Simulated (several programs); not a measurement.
SrO (P6_3/mmc) from semi-empirical methods to plane-wave DFT

SrO (P6_3/mmc) from a database of computed structures, relaxed with r2SCAN in Ansatz, was computed with several methods. Space group P6_3/mmc (No. 194), hexagonal; conventional cell a = 3.547 Å, c = 6.208 Å, 16.91 Å³ an atom. Sr is surrounded by 6 O at 2.57 Å; O is surrounded by 6 Sr at 2.57 Å. Spin-unpolarised throughout; all numbers are computed.

```
Sr O
1.0
     3.54713    0.00000    0.00000
    -1.77356    3.07190    0.00000
     0.00000    0.00000    6.20834
Sr O
2 2
Direct
  0.33333 0.66667 0.25000
  0.66667 0.33333 0.75000
  0.00000 0.00000 0.00000
  0.00000 0.00000 0.50000
```

Gaps and times are for a single point on this cell; volume and bulk modulus come from each method's own relaxation or energy curve at fixed shape, which is too stiff where a cell has free coordinates or axes. Times are rough, from shared hosts (Arm Neoverse N1; Arm Neoverse V2), and each method has its own mesh and cell size. A dagger marks a closed or tiny gap in a crystal that DFT finds insulating: a failure of the method or a wrong SCF state. A double dagger marks a value from a curve with shape and coordinates held. PM6 (MOPAC), PM7 (MOPAC), GFN1-xTB (tblite), GFN2-xTB (tblite) treat a cluster of cells at its zone centre, which samples few k points: where these miss a band edge, the gap comes out too large for that reason alone. Gaps from k meshes are read at a limited set of points (mesh, symmetry points, PBE's band edges), so each method's own least gap may be somewhat smaller. xTB and the PM methods were fitted mostly to molecules, and can miss a solid's gap by electronvolts. Minimal bases can be far off for gaps. Times of the plane-wave ladder aren't listed, since it ran on unlike processors and cards. GLLB-SC's gap includes the derivative discontinuity. d marks a direct gap, i an indirect one (no mark: not told apart), a dash a value that wasn't computed or didn't pass its checks.

| method | kind | gap (eV) | own volume (Å³/atom) | bulk modulus (GPa) | atoms computed | processor time |
| --- | --- | --- | --- | --- | --- | --- |
| PBEsol | semilocal | – | 16.53 | – | 4 | – |
| light PBE (260 eV and a coarse mesh) | light plane-wave | 3.03 d | – | – | 4 | 1.8 s |
| LDA | semilocal | 2.90 d | 15.94 | – | 4 | – |
| PM7 (MOPAC) | semi-empirical | 7.18 | – | – | cluster | 5.3 s |
| PM6 (MOPAC) | semi-empirical | 2.95 | – | – | cluster | 6.2 s |
| PBE | semilocal | 3.10 i | 17.29 | 81‡ | 4 | – |
| GFN1-xTB (tblite) | tight binding | 5.52 | – | – | cluster | 13 s |
| PBE/SZV (CP2K) | small basis | 0.09 i | – | – | 4 | 14 s |
| GFN2-xTB (tblite) | tight binding | 0.25† | – | – | cluster | 15 s |
| r2SCAN | semilocal | 3.54 i | 16.91 | 91‡ | 4 | – |
| PBE/DZVP (CP2K) | small basis | 3.03 i | 17.49‡ | 82‡ | 4 | 34 s |
| PBE+SOC | semilocal | 3.10 i | – | – | 4 | – |
| LC-ωPBE | hybrid | 9.75 d | – | – | 4 | – |
| PBE0 | hybrid | 5.24 d | – | – | 4 | – |
| HSE06 | hybrid | 4.53 d | 16.86 | – | 4 | – |
| GLLB-SC (GPAW) | model potential | 6.36 | – | – | 4 | 110 s |
| r2SCAN0 | hybrid | 5.57 i | – | – | 4 | – |
| DDH-PBE0 | hybrid | 5.29 d | – | – | 4 | – |
| HSE06+SOC | hybrid | 4.53 d | – | – | 4 | – |

Against HSE06 (4.53 eV) and with closed or daggered gaps left aside, the nearest gap at the points sampled is that of HSE06+SOC (0.00 eV) and the farthest that of LC-ωPBE (+5.22 eV). HSE06 is only a yardstick of convenience: for gaps this wide it usually falls short of measured ones, so a larger value can be the better one.

Volumes against r2SCAN's: PBEsol -2.3 %, LDA -5.8 %, PBE +2.2 %, HSE06 -0.3 %.

Runs without a result: PBE/single zeta (GPAW) (single point, out of time).

Only the rows marked +SOC include spin-orbit coupling.
